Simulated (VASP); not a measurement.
# Settings for KCl: excitations by TDDFT

KCl, Fm-3m (no. 225), 2 atoms in the cell. PBE, TDDFT by the Casida equation; PAW potentials K_sv_GW, Cl_GW (PBE set). VASP 6.6.1.

Wanted: first bright excitation within 0.05 eV; spectrum broadened by 0.3 eV (imaginary part of ε) within 12 %.

Kernel: local xc kernel.

POSCAR:
```
KCl
1.0
    0.0000000000      3.1464700000      3.1464700000
    3.1464700000      0.0000000000      3.1464700000
    3.1464700000      3.1464700000      0.0000000000
K Cl
1 1
Direct
    0.0000000000      0.0000000000      0.0000000000
    0.5000000000      0.5000000000      0.5000000000
```

The series start from Conduction bands in the pairs: 4; Valence bands in the pairs: 3; Largest pair energy, which also ends the spectrum (eV): 25; Cutoff of the response function (eV): 150; Grid for exchange-like terms: Normal; k mesh: 4 × 4 × 4. Each series keeps the choices made before it, and each single choice may use up half of a tolerance. Times cover all steps of a run.

## Conduction bands in the pairs

| Conduction bands in the pairs | First bright excitation (eV) | Spectrum broadened by 0.3 eV (imaginary part of ε), largest deviation against the largest value | Time (s) |
|---|---|---|---|
| 1 | 5.189 | 99 % | 6.2 |
| 2 | 5.189 | 99 % | 6.6 |
| 4 | 5.189 | 62 % | 7.6 |
| 6 | 5.189 | 60 % | 8.5 |
| 8 (reference) | 5.189 | 0 % | 11 |

## Valence bands in the pairs

| Valence bands in the pairs | First bright excitation (eV) | Spectrum broadened by 0.3 eV (imaginary part of ε), largest deviation against the largest value | Time (s) |
|---|---|---|---|
| 1 | 5.189 | 72 % | 7.6 |
| 2 | 5.189 | 39 % | 8.7 |
| 3 | 5.189 | 12 % | 11 |
| 4 | 5.189 | 5.2 % | 12 |
| 6 (reference) | 5.189 | 0 % | 22 |

## Largest pair energy, which also ends the spectrum (eV)

| Largest pair energy, which also ends the spectrum (eV) | First bright excitation (eV) | Spectrum broadened by 0.3 eV (imaginary part of ε), largest deviation against the largest value | Time (s) |
|---|---|---|---|
| 6 | 5.190 | 100 % | 5.6 |
| 9 | 5.189 | 100 % | 11 |
| 13 | 5.189 | 63 % | 12 |
| 18 | 5.189 | 7.5 % | 12 |
| 25 (reference) | 5.189 | 0 % | 12 |

## Cutoff of the response function (eV)

| Cutoff of the response function (eV) | First bright excitation (eV) | Spectrum broadened by 0.3 eV (imaginary part of ε), largest deviation against the largest value | Time (s) |
|---|---|---|---|
| 40 | 5.187 | 9.6 % | 13 |
| 80 | 5.189 | 1.3 % | 13 |
| 120 | 5.189 | 0.25 % | 13 |
| 150 | 5.189 | 0.14 % | 12 |
| 200 (reference) | 5.189 | 0 % | 14 |

## Grid for exchange-like terms

| Grid for exchange-like terms | First bright excitation (eV) | Spectrum broadened by 0.3 eV (imaginary part of ε), largest deviation against the largest value | Time (s) |
|---|---|---|---|
| Normal | 5.189 | 0 % | 13 |
| Fast | 5.189 | 0 % | 9.8 |

## k mesh

| k mesh | First bright excitation (eV) | Spectrum broadened by 0.3 eV (imaginary part of ε), largest deviation against the largest value | Time (s) |
|---|---|---|---|
| 2 × 2 × 2 | 5.169 | 135 % | 4.4 |
| 4 × 4 × 4 | 5.189 | 25 % | 13 |
| 6 × 6 × 6 (reference) | 5.187 | 0 % | 146 |

## Question

The rows run from the loosest to the tightest (no order: grid for exchange-like terms). For each series: choose the loosest value from which every tighter one stays within half of the tolerance; where there is no order, keep the first row unless others stay within half of the tolerance and take at least 30 % less time, and then take the fastest.

## Answer

- Conduction bands in the pairs: 8, the tightest run, since the next looser one is off by more than half of the tolerance (convergence isn't shown beyond it)
- Valence bands in the pairs: 4
- Largest pair energy, which also ends the spectrum (eV): 25, the tightest run, since the next looser one is off by more than half of the tolerance (convergence isn't shown beyond it)
- Cutoff of the response function (eV): 80
- Grid for exchange-like terms: Normal
- k mesh: 6 × 6 × 6, the tightest run, since the next looser one is off by more than half of the tolerance (convergence isn't shown beyond it)

## All choices together

| Input | First bright excitation (eV) | Spectrum broadened by 0.3 eV (imaginary part of ε), largest deviation against the largest value | Time (s) |
|---|---|---|---|
| default band counts on the coarsest mesh (naive) | 5.174 | 136 % | 4.3 |
| chosen settings | 5.187 | 4.8 % | 146 |
| reference settings throughout | 5.188 | 0 % | 346 |

The chosen settings stay within the tolerance of the reference run, but the reference itself isn't shown to be converged in: Conduction bands in the pairs, Largest pair energy, which also ends the spectrum (eV), k mesh.

## The input

INCAR.step1:
```
SYSTEM = KCl
PREC     = Accurate       ! precision mode
ENCUT    = 260            ! plane-wave cutoff, eV
ISMEAR   = 0              ! smearing method
SIGMA    = 0.02           ! smearing width, eV
EDIFF    = 1E-7           ! SCF threshold, eV
LASPH    = .TRUE.         ! aspherical terms in the spheres
KPAR     = 4            
LWAVE    = .TRUE.         ! write WAVECAR
LCHARG   = .FALSE.        ! write CHGCAR
LOPTICS  = .TRUE.         ! frequency-dependent dielectric function
ALGO     = Normal         ! electronic algorithm
NBANDS   = 20             ! bands
NEDOS    = 2000           ! points of the DOS
CSHIFT   = 0.1          
GGA      = PE             ! functional
```

INCAR.step2:
```
SYSTEM = KCl
PREC     = Accurate       ! precision mode
ENCUT    = 260            ! plane-wave cutoff, eV
ISMEAR   = 0              ! smearing method
SIGMA    = 0.02           ! smearing width, eV
EDIFF    = 1E-7           ! SCF threshold, eV
LASPH    = .TRUE.         ! aspherical terms in the spheres
KPAR     = 4            
LWAVE    = .FALSE.        ! write WAVECAR
LCHARG   = .FALSE.        ! write CHGCAR
ALGO     = TDHF           ! electronic algorithm
NBANDS   = 20             ! bands
NBANDSO  = 4            
NBANDSV  = 8            
IBSE     = 2            
NBSEEIG  = 4            
LHARTREE = .TRUE.       
LADDER   = .FALSE.      
LFXC     = .TRUE.       
ENCUTGW  = 80             ! cutoff of the response function
GGA      = PE             ! functional
PRECFOCK = Normal       
ANTIRES  = 0            
OMEGAMAX = 25           
CSHIFT   = 0.15         
NOMEGA   = 1000           ! frequency points
ISTART   = 1             
```

KPOINTS:
```
Automatic mesh
0
Gamma
  6 6 6
  0 0 0
```

Commands (each step's output is kept before the next begins):
```
cat potpaw_PBE.64/K_sv_GW/POTCAR potpaw_PBE.64/Cl_GW/POTCAR > POTCAR
cp INCAR.step1 INCAR
mpirun -np 4 vasp_std > vasp.out
cp INCAR.step2 INCAR
mpirun -np 4 vasp_std > vasp.out
```

Limits: The 6×6×6 mesh is coarse for a spectrum: peaks stand apart that a denser mesh merges; the pairs hold 4 valence and 8 conduction bands, and what lies beyond is missing from ε.

The chosen input took VASP 6.6.1 146 s on 4 cores (Intel Xeon Platinum 8488C (Sapphire Rapids)), a shared host.

## An input that fails: no orbital derivatives

VASP's message: WAVEDER is missing or contains insufficient number of bands for this calculation, which will result in incorrect transitions and dielectric function. You should redo the groundstate calculation with LOPTICS = .TRUE. If you wish to proceed anyway, you can set IDIOT = ….

Changes against the starting input:
```
(step 1)
- LOPTICS = True
```
